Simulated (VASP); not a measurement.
# Ca in VASP: relaxation of the atoms with PBE+TS

Aim: the relaxation of the atoms of Ca with PBE+TS.

Everything below comes from runs of VASP 6.6.1. Logs are shortened: lines on timing, memory, paths and dates and some standing lists are left out, and cuts for length are marked.

**1. The cell of the first run**

The cell holds a slab with vacuum, 4 atoms: a = 3.952 Å, b = 3.952 Å, c = 24.679 Å, α = 90.00°, β = 90.00°, γ = 120.00°.

The slab is cut from a database's or a generator's crystal, which needn't be the stable form of the element.

**2. Relaxation of the atoms, PBE+TS (the (1 1 1) slab of Ca, cut from the database cell, not relaxed)**

INCAR

```
SYSTEM = Ca
ALGO     = Normal         ! electronic algorithm
DIPOL    = 0.5 0.5 0.500
EDIFF    = 1E-6           ! SCF threshold, eV
EDIFFG   = -0.01          ! ionic threshold
ENCUT    = 520            ! plane-wave cutoff, eV
GGA      = PE             ! functional
IBRION   = 2              ! ionic algorithm
IDIPOL   = 3            
ISIF     = 2              ! what is computed and relaxed
ISMEAR   = 0              ! smearing method
IVDW     = 2              ! dispersion correction
LASPH    = .TRUE.         ! aspherical terms in the spheres
LCHARG   = .FALSE.        ! write CHGCAR
LDIPOL   = .TRUE.       
LREAL    = .FALSE.        ! projectors in reciprocal space
LWAVE    = .FALSE.        ! write WAVECAR
NELM     = 80             ! most SCF steps
NSW      = 60             ! ionic steps
PREC     = Accurate       ! precision mode
SIGMA    = 0.05           ! smearing width, eV
```

KPOINTS

```
k-points
0
G
  8 8 1
  0 0 0
```

POSCAR

```
Ca
1.0
    3.9515955360      0.0000000000      0.0000000000
   -1.9757977680      3.4221821196      0.0000000000
    0.0000000000      0.0000000000     24.6793927330
Ca
4
Selective dynamics
Direct
    0.6666666667      0.3333333333      0.3038972669  F F F
    0.3333333333      0.6666666667      0.4346324223  F F F
    0.0000000000      0.0000000000      0.5653675777  T T T
    0.6666666667      0.3333333333      0.6961027331  T T T
```

Potentials or basis: VASP PAW PBE potentials, release 64 (Ca_sv).

Run with:

```console
cat potpaw_PBE.64/Ca_sv/POTCAR > POTCAR
mpirun -np 1 vasp_std > vasp.out
```

OUTCAR:

```text
SYSTEM = Ca
   EDIFF = 1E-6
   EDIFFG = -0.01
   ENCUT = 520
   GGA = PE
   IBRION = 2
   ISIF = 2
   ISMEAR = 0
   IVDW = 2
   LASPH = .TRUE.
   LREAL = .FALSE.
   NELM = 80
   NSW = 60
   PREC = Accurate
  IVDW =   2

 ion  position               nearest neighbor table
   1  0.667  0.333  0.304-
   2  0.333  0.667  0.435-
   3  0.000  0.000  0.565-
   4  0.667  0.333  0.696-

  LATTYP: Found a hexagonal cell.
 ALAT       =     3.9515955360
 C/A-ratio  =     6.2454247931

  Lattice vectors:

 A1 = (   3.9515955360,   0.0000000000,   0.0000000000)
 A2 = (  -1.9757977680,   3.4221821196,   0.0000000000)
 A3 = (   0.0000000000,   0.0000000000,  24.6793927330)

Analysis of symmetry for initial positions (statically):
=====================================================================
 Subroutine PRICEL returns:
 Original cell was already a primitive cell.

 Routine SETGRP: Setting up the symmetry group for a
 hexagonal supercell.

 Subroutine GETGRP returns: Found 12 space group operations
 (whereof  6 operations were pure point group operations)
 out of a pool of 24 trial point group operations.

The static configuration has the point symmetry C_3v.
 The point group associated with its full space group is D_3d.

Analysis of symmetry for dynamics (positions and initial velocities):
=====================================================================
 Subroutine PRICEL returns:
 Original cell was already a primitive cell.

 Routine SETGRP: Setting up the symmetry group for a
 hexagonal supercell.

 Subroutine GETGRP returns: Found 12 space group operations
 (whereof  6 operations were pure point group operations)
 out of a pool of 24 trial point group operations.

The dynamic configuration has the point symmetry C_3v.
 The point group associated with its full space group is D_3d.

Analysis of constrained symmetry for selective dynamics:
=====================================================================
 Subroutine PRICEL returns:
 Original cell was already a primitive cell.

 Routine SETGRP: Setting up the symmetry group for a
 hexagonal supercell.

 Subroutine GETGRP returns: Found  6 space group operations
 (whereof  6 operations were pure point group operations)
 out of a pool of 24 trial point group operations.

The constrained configuration has the point symmetry C_3v.

 Subroutine INISYM returns: Found  6 space group operations
 (whereof  6 operations are pure point group operations),
 and found     1 'primitive' translations

----------------------------------------------------------------------------------------

                                     Primitive cell

  volume of cell :     333.7414

  direct lattice vectors                    reciprocal lattice vectors
     3.951595536  0.000000000  0.000000000     0.253062337  0.146105608  0.000000000
    -1.975797768  3.422182120  0.000000000     0.000000000  0.292211216  0.000000000
     0.000000000  0.000000000 24.679392733     0.000000000  0.000000000  0.040519636

  length of vectors
     3.951595536  3.951595536 24.679392733     0.292211216  0.292211216  0.040519636

  position of ions in fractional coordinates (direct lattice)
     0.666666667  0.333333333  0.303897267
     0.333333333  0.666666667  0.434632422
     0.000000000  0.000000000  0.565367578
     0.666666667  0.333333333  0.696102733

  ion indices of the primitive-cell ions
   primitive index   ion index
                 1           1
                 2           2
                 3           3
                 4           4

----------------------------------------------------------------------------------------

 KPOINTS: k-points

Automatic generation of k-mesh.
 Grid dimensions read from file:
 generate k-points for:    8    8    1

 Generating k-lattice:

  Cartesian coordinates                     Fractional coordinates (reciprocal lattice)
     0.031632792  0.018263201  0.000000000     0.125000000  0.000000000  0.000000000
     0.000000000  0.036526402  0.000000000     0.000000000  0.125000000  0.000000000
     0.000000000  0.000000000  0.040519636     0.000000000  0.000000000  1.000000000

  Length of vectors
     0.036526402  0.036526402  0.040519636

  Shift w.r.t. Gamma in fractional coordinates (k-lattice)
     0.000000000  0.000000000  0.000000000

 Subroutine IBZKPT returns following result:
 ===========================================

 Found     10 irreducible k-points:

 Following reciprocal coordinates:
            Coordinates               Weight
  0.000000  0.000000  0.000000      1.000000
  0.125000  0.000000  0.000000      6.000000
  0.250000  0.000000  0.000000      6.000000
  0.375000  0.000000  0.000000      6.000000
  0.500000  0.000000  0.000000      3.000000
  0.125000  0.125000  0.000000      6.000000
  0.250000  0.125000  0.000000     12.000000
  0.375000  0.125000  0.000000     12.000000
  0.250000  0.250000  0.000000      6.000000
  0.375000  0.250000  0.000000      6.000000
   k-points           NKPTS =     10   k-points in BZ     NKDIM =     10   number of bands    NBANDS=     24
   number of dos      NEDOS =    301   number of ions     NIONS =      4
   total plane-waves  NPLWV = 172800
   dimension x,y,z NGX =    30 NGY =   30 NGZ =  192
   dimension x,y,z NGXF=    60 NGYF=   60 NGZF=  384
   ions per type =               4
   NGX,Y,Z   is equivalent  to a cutoff of  12.62, 12.62, 12.93 a.u.
   NGXF,Y,Z  is equivalent  to a cutoff of  25.24, 25.24, 25.87 a.u.
 SYSTEM =  Ca
   PREC   = accura    normal or accurate (medium, high low for compatibility)
   ISTART =      0    job   : 0-new  1-cont  2-samecut
   ICHARG =      2    charge: 1-file 2-atom 10-const
   ISPIN  =      1    spin polarized calculation?
   LNONCOLLINEAR =      F non collinear calculations
   LSORBIT =      F    spin-orbit coupling
   LASPH  =      T    aspherical Exc in radial PAW
   ENCUT  =  520.0 eV  38.22 Ry    6.18 a.u.   7.35  7.35 45.89*2*pi/ulx,y,z
   NELM   =     80;   NELMIN=  2; NELMDL= -5     # of ELM steps
   EDIFF  = 0.1E-05   stopping-criterion for ELM
   LREAL  =      F    real-space projection
   EDIFFG = -.1E-01   stopping-criterion for IOM
   NSW    =     60    number of steps for IOM
   IBRION =      2    ionic relax: 0-MD 1-quasi-New 2-CG
   NFREE  =      1    steps in history (QN), initial steepest desc. (CG)
   ISIF   =      2    stress and relaxation
   ISYM   =      2    0-nonsym 1-usesym 2-fastsym
   POTIM  = 0.5000    time-step for ionic-motion
   TEBEG  =    0.0;   TEEND  =   0.0 temperature during run
   PSTRESS=    0.0 pullay stress
   NELECT =      40.0000    total number of electrons
   NUPDOWN=      -1.0000    fix difference up-down
   EMIN   =  10.00;   EMAX   =-10.00  energy-range for DOS
   EFERMI =   0.00;   METHOD = LEGACY
   ISMEAR =     0;   SIGMA  =   0.05  broadening in eV -4-tet -1-fermi 0-gaus
   EFERMI_NEDOS =   21; number of points for ismear=-14 and -15
   IALGO  =     38    algorithm
   IMIX   =      4    mixing-type and parameters
     AMIX     =   0.40;   BMIX     =  1.00
     AMIX_MAG =   1.60;   BMIX_MAG =  1.00
  volume/ion in A,a.u.               =      83.44       563.05
  Fermi-wavevector in a.u.,A,eV,Ry     =   0.807157  1.525306  8.864233  0.651503
  Thomas-Fermi vector in A             =   1.915724
   LORBIT       =      0    0 simple, 1 ext, 2 COOP (PROOUT), +10 PAW based schemes
   GGA     = PE    functional components
   LHFCALC =     F    Hartree Fock is set to
   AEXX    =    0.0000 exact exchange contribution
   IVDW    =     2    specifies the selected vdW correction
   LEPSILON=     F    determine dielectric tensor
   LRPA    =     F    only Hartree local field effects (RPA)
 conjugate gradient relaxation of ions
 non-spin polarized calculation
 Gauss-broadening in eV      SIGMA  =   0.05
  energy-cutoff  :      520.00
  volume of cell :      333.74
 maximum number of plane-waves:      9049
 NGX is ok and might be reduce to    30
   NGX = 15   NGY = 15   NGZ = 91

--------------------------------------- Ionic step        1  -------------------------------------------

 number of electron      40.0000000 magnetization

 Free energy of the ion-electron system (eV)
  ---------------------------------------------------
  ext. energy  EPLUGINS =         0.00000000
  ---------------------------------------------------
  free energy    TOTEN  =        -6.94754663 eV

  energy without entropy =       -6.94300302  energy(sigma->0) =       -6.94527482

------------------------ aborting loop because EDIFF is reached ----------------------------------------

  Tkatchenko/Scheffler method for vdW energy calculation

  Number of pair interactions contributing to vdW energy:   15329
[... 125 lines left out ...]
 number of electron      40.0000001 magnetization

------------------------ aborting loop because EDIFF is reached ----------------------------------------

 vacuum level on the upper side and lower side of the slab       (xc-potential included)        -0.024         0.004

  Tkatchenko/Scheffler method for vdW energy calculation

  Number of pair interactions contributing to vdW energy:   15335

  Edisp (eV):   -1.58459
[... 203 lines left out ...]
  FREE ENERGIE OF THE ION-ELECTRON SYSTEM (eV)
  ---------------------------------------------------
  free  energy   TOTEN  =        -8.5688210756 eV

  energy  without entropy=       -8.5646138737  energy(sigma->0) =       -8.56671747

 dipolmoment           0.000000      0.000000      0.108219 electrons x Angstroem

--------------------------------------- Ionic step        9  -------------------------------------------

 number of electron      40.0000002 magnetization

 dipolmoment           0.000000      0.000000     -0.004561 electrons x Angstroem

 Free energy of the ion-electron system (eV)
  ---------------------------------------------------
  ext. energy  EPLUGINS =         0.00000000
  ---------------------------------------------------
  free energy    TOTEN  =        -6.92936170 eV

  energy without entropy =       -6.92430683  energy(sigma->0) =       -6.92683427

 E-fermi :  -0.2478     XC(G=0):  -4.5260

 val. band max:       -0.2574023439   @ k =   0.0000   0.0000   0.0000
 cond. band min:      -0.2078673641   @ k =   0.3750   0.1250   0.0000
 fundamental gap:      0.0495349797
 Fermi energy:        -0.2477904755

 k-point     1 :       0.0000    0.0000    0.0000
  band No.  band energies     occupation
      1     -42.7779      2.00000
      2     -42.6744      2.00000
      3     -42.2955      2.00000
      4     -42.1795      2.00000
      5     -23.8209      2.00000
      6     -23.7349      2.00000
[... 259 lines left out ...]
     23       0.1887      0.00000
     24       0.3469      0.00000

------------------------ aborting loop because EDIFF is reached ----------------------------------------

 vacuum level on the upper side and lower side of the slab       (xc-potential included)        -0.042        -0.115

  Hirshfeld charges:
            ion         q(e)
   ------------------------------
      1     Ca       0.00892234
      2     Ca      -0.00497870
      3     Ca      -0.01653296
      4     Ca       0.01258932

  Tkatchenko/Scheffler method for vdW energy calculation

  Number of pair interactions contributing to vdW energy:   15302

  Edisp (eV):   -1.64908
[... 27 lines left out ...]
  FREE ENERGIE OF THE ION-ELECTRON SYSTEM (eV)
  ---------------------------------------------------
  free  energy   TOTEN  =        -8.5784449971 eV

  energy  without entropy=       -8.5733901277  energy(sigma->0) =       -8.57591756

 reached required accuracy - stopping structural energy minimisation

 vacuum level on the upper side and lower side of the slab         2.348         2.388
```

It took 17 min on 1 thread of AMD EPYC 7R43 (Zen 3), shared host; peak memory 0.39 GiB.

Results:

- Free energy: -8.5784 eV
- Energy gained by relaxing: 13.2 meV/atom
- Ionic steps: 9
- Band gap on the k mesh: none (metal or under the smearing width)
- Dispersion energy per atom: -0.412 eV

The path:
```
step  energy change (eV)  largest force (eV/Å)  pressure (GPa)
   1              0.0000                0.1989           -0.86
   2             -0.0018                0.1991           -0.85
   3             -0.0070                0.1988           -0.85
   4             -0.0158                0.1980           -0.82
   5             -0.0250                0.1961           -0.76
   6             -0.0250                0.1970           -0.74
   7             -0.0301                0.1973           -0.73
   8             -0.0430                0.1995           -0.70
   9             -0.0527                0.2201           -0.61
```

Final structure:
```cif
data_structure
_symmetry_space_group_name_H-M 'P 1'
_symmetry_Int_Tables_number 1
_cell_length_a 3.9516
_cell_length_b 3.9516
_cell_length_c 24.6794
_cell_angle_alpha 90.000
_cell_angle_beta 90.000
_cell_angle_gamma 120.000
_cell_volume 333.74
loop_
_atom_site_label
_atom_site_type_symbol
_atom_site_fract_x
_atom_site_fract_y
_atom_site_fract_z
_atom_site_occupancy
Ca1 Ca 0.66667 0.33333 0.30390 1
Ca2 Ca 0.33333 0.66667 0.43463 1
Ca3 Ca 0.00000 0.00000 0.55454 1
Ca4 Ca 0.66667 0.33333 0.67418 1
```

Levels at points of the mesh, in eV from the Fermi level:
```tsv
k point	band 18	band 19	band 20	band 21	band 22	band 23
(0.00, 0.00, 0.00)	-3.39	-2.57	-1.53	-0.01	0.36	0.96
(0.50, 0.00, 0.00)	-0.92	-0.69	-0.57	-0.09	0.26	0.46
```

Caveat: atom-pairwise D2, TS and ULG terms overbind metals.
